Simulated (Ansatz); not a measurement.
A run of Ansatz 0.2.0 is set up as follows.

The input input.yaml:

```yaml
crystal:
  lattice:
    - [1.5054695445, 0.8691832468, 2.4399269062]
    - [-1.5054695445, 0.8691832468, 2.4399269062]
    - [0.0, -1.7383664936, 2.4399269062]
  atoms:
    - { symbol: Co, position: [0.0, 0.0, 0.0], spin: 2.0 }
    - { symbol: O, position: [0.5, 0.5, 0.5] }
hamiltonian:
  xc: pbe
  pseudopotentials: { kind: paw }
magnetization:
  spin_polarized: true
kpoints:
  mp_grid: { grid: [11, 11, 11] }
  band_path:
    path:
      - [[0.0, 0.0, 0.0], [0.5, 0.0, 0.0], [0.5, 0.2512681158, -0.2512681158]]
      - [[0.7487318842, 0.5, 0.2512681158], [0.5, 0.5, 0.5], [0.0, 0.0, 0.0], [0.3756340579, 0.0, -0.3756340579]]
      - [[0.6243659421, 0.3756340579, 0.0], [0.5, 0.5, 0.0], [0.6243659421, 0.6243659421, 0.2512681158], [0.5, 0.5, 0.5]]
      - [[0.5, 0.0, 0.0], [0.7487318842, 0.3756340579, 0.3756340579]]
    npoints: 14
scf:
  occupations: { method: fermi_dirac, width: 0.05 }
  n_extra_bands: 6
output:
  forces: true
  stress: true
  eigenvalues: true
  fatbands: true
```

Potentials or basis: Ansatz PAW.

Launch:

```bash
$ ansatz run input.yaml --threads 2 --pin off --max-ram 5632MiB --backend cpu --events-out ev --progress --plain --runs-dir out
```

**Question.** What does it give for the site moments?

**Answer.** Co +2.47; O +0.31 μB.

**Question.** Estimate the pressure.

**Answer.** 0.0 GPa.

**Question.** Predict the net moment.

**Answer.** 2.90 μB per cell.

**Question.** Estimate the band gap on the k mesh.

**Answer.** None (metal or under the smearing width).

Stress tensor (GPa, compression positive):
```
 0.11  0.00  0.00
 0.00  0.11  0.00
 0.00  0.00 -0.34
```

Caveat: the pressure holds a Pulay correction of +0.7 GPa for the finite cutoff; a cell with one magnetic atom can't hold antiferromagnetic order, which such compounds often take; semilocal functionals often make such compounds metallic where correlation or magnetic order opens a gap, which also shifts bond lengths. With open d or f shells a metallic result of PBE can be an artefact of self-interaction; +U or a hybrid may open a gap.
